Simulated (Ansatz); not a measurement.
## FeO (Wuestite) under changes of volume

One of the cells (10.067 Å³/atom); the others are scaled copies at fixed shape and fractional positions:

```
Fe O
1.0
     1.51882    0.87689    2.51958
    -1.51882    0.87689    2.51958
     0.00000   -1.75378    2.51958
Fe O
1 1
Direct
  0.00000 0.00000 0.00000
  0.50000 0.50000 0.50000
```

| Item | Value |
| --- | --- |
| Program | Ansatz 0.2.0 |
| Functional | LDA |
| Potentials or basis | all-electron LAPW, scalar-relativistic |
| Cutoff | 348 eV (chosen from the basis error) |
| Basis error allowed | 0.001 eV/atom |
| k mesh | 11 × 11 × 11 |
| Occupations | fermi-dirac, width 0.05 eV |
| Spin | collinear spin, ferromagnetic start |
| Starting moments | [3.0, 0.0] μB |

```csv
volume (Å³/atom),energy over the lowest point (meV/atom),pressure (GPa),moment (μB per cell)
9.463,0.00,-5.9,3.97
9.664,9.52,-9.6,3.99
9.866,23.85,-13.2,4.00
10.067,?,?,?
10.268,65.16,-19.3,4.00
10.470,91.15,-21.9,4.00
10.671,120.17,-24.1,4.00
```

Problem. What does the run at 10.067 Å³/atom give?

Solution. Energy over the lowest point 42.57 meV/atom; pressure -16.4 GPa; moment 4.00 μB per cell.

Worked out: A Birch-Murnaghan fit of order 3 (a polynomial in V^(-2/3)) to the other rows has its minimum at 9.23 Å³/atom, just outside them, with B0 = V·E''(V) = 230 GPa and B' = 4.5 at fixed shape and positions, which overstates the stiffness. It gives 42.59 meV/atom at 10.067 Å³/atom, against the run's 42.57, and -dE/dV = -16.5 GPa, against -16.4. A parabola through the other rows of the moment, of slope 0.0195 μB per Å³/atom there, gives 4.00 μB, against the run's 4.00.

Energies are extrapolated to zero smearing.

Caveats: a cell with one magnetic atom can't hold antiferromagnetic order, which such compounds often take.
